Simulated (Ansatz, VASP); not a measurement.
Two plane-wave programs on Na

```
CELL_PARAMETERS angstrom
3.75066 0.00000 0.00000
-1.87533 3.24816 0.00000
0.00000 0.00000 6.11571
ATOMIC_POSITIONS crystal
Na 0.33333 0.66667 0.25000
Na 0.66667 0.33333 0.75000
```

Alike in both runs: functional PBE; k mesh 15 × 15 × 8; occupations fermi-dirac, width 0.15 eV; no spin polarisation.

Ansatz relaxed the structure, and its values are those at the end. VASP's run is a single point on that final structure, the one shown.

|  | VASP | Ansatz |
| --- | --- | --- |
| version | VASP 6.6.1 | Ansatz 0.2.0 |
| potentials or method | VASP PAW PBE potentials, release 64 (Na_pv) | scalar-relativistic, plane waves, PAW |
| plane-wave cutoff (eV) | 520 | 420 |
| valence electrons in the cell | 14 | 18 |

|  | VASP | Ansatz | Ansatz less VASP |
| --- | --- | --- | --- |
| gap on the k mesh at the Fermi level (eV) | none | none | - |
| pressure (GPa) | 0.0 | 0.0 | 0.00 |

A gap of «none» marks a metal or a gap that the smearing closes. The two sets of potentials don't hold the same shells in valence.
